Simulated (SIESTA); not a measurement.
The system is Ti.

```
Ti
1.0
     2.95000    0.00000    0.00000
    -1.47500    2.55477    0.00000
     0.00000    0.00000    4.68000
Ti
2
Cartesian
  1.4750 0.8516 3.5100
  0.0000 1.7032 1.1700
```

Base run:

- Program: SIESTA 5.4.2
- Functional: vdW-DF
- Potentials or basis: PseudoDojo 0.4 standard (PBE files)
- Basis: DZP (energy shift 0.003 Ry; two zetas on semicore shells)
- Grid cutoff: 800 Ry
- Energy shift: 0.003 Ry
- k mesh: 10 × 10 × 6
- Occupations: fermi-dirac, width 0.05 eV
- Spin: no spin polarisation

Its results: band gap on the k mesh none (metal or under the smearing width); pressure 1.4 GPa.

Task: The run is repeated on the same cell with these changes: functional from vdW-DF to optB88-vdW. What comes out?

Result: Band gap on the k mesh none (metal or under the smearing width); pressure -3.2 GPa.

Caveats: the potentials were made for another functional, which shifts forces and pressure; the basis of atomic orbitals isn't converged, which shifts pressures, moduli and gaps.
